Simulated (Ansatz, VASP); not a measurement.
# AlN: VASP beside Ansatz

```
Al N
1.0
     3.11378    0.00000    0.00000
    -1.55689    2.69661    0.00000
     0.00000    0.00000    4.98365
Al N
2 2
Direct
  0.33333 0.66667 0.99901
  0.66667 0.33333 0.49901
  0.33333 0.66667 0.38099
  0.66667 0.33333 0.88099
```

Alike in both runs: functional PBEsol; k mesh 12 × 12 × 8; occupations fermi-dirac, width 0.1 eV; no spin polarisation.

Ansatz relaxed the structure, and its values are those at the end. VASP's run is a single point on that final structure, the one shown.

|  | VASP | Ansatz |
| --- | --- | --- |
| version | VASP 6.6.1 | Ansatz 0.2.0 |
| potentials or method | VASP PAW PBE potentials, release 64 (Al, N) | PAW with Ansatz's default frozen-core files, scalar-relativistic |
| plane-wave cutoff (eV) | 520 | 420 |
| valence electrons in the cell | 16 | 16 |

```csv
,VASP,Ansatz,Ansatz less VASP
gap on the k mesh at the Fermi level (eV),4.11,4.09,-0.016
pressure (GPa),-0.1,0.0,+0.08
```

Caveats: the PAW data sets were made with another functional, which shifts forces and pressure a little (VASP). A k mesh can miss the band edges.
